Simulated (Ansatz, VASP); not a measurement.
**Fe in VASP and in Ansatz**

```
CELL_PARAMETERS angstrom
-1.41578 1.41578 1.31667
1.41578 -1.41578 1.31667
1.41578 1.41578 -1.31667
ATOMIC_POSITIONS crystal
Fe 0.00000 0.00000 0.00000
```

Change from the starting cell: normal strain along x +0.0000, normal strain along z -0.0700.

Alike in both runs: task single point; functional PBE; k mesh 10 × 10 × 10; occupations gaussian, width 0.15 eV; collinear spin.

```csv
,VASP,Ansatz
version,VASP 6.6.1,Ansatz 0.2.0
potentials or method,"VASP PAW PBE potentials, release 64 (Fe)","scalar-relativistic, plane waves, PAW"
plane-wave cutoff (eV),520,520
valence electrons in the cell,8,16
```

Ansatz gave:

```
gap on the k mesh at the Fermi level (eV)                     : none
pressure (GPa)                                                : 17.5
largest component of the traceless stress (GPa)               : 10.48
net moment per atom (μB)                                      : 2.06
size of the moment on the site where the two differ most (μB) : 2.09
```

Q: Estimate VASP's values.

A: gap on the k mesh at the Fermi level (eV): none; pressure (GPa): 16.9; largest component of the traceless stress (GPa): 10.66; net moment per atom (μB): 2.07; size of the moment on the site where the two differ most (μB): 2.06.

Site moments also hang on the region over which each program counts them. A gap of «none» marks a metal or a gap that the smearing closes. The functional is the same, so the differences come from potentials, cutoffs and numerics. The two sets of potentials don't hold the same shells in valence.

Caveats: so large a pressure means that the cell lies far from this level's equilibrium, or that cutoff or potentials fall short (VASP).
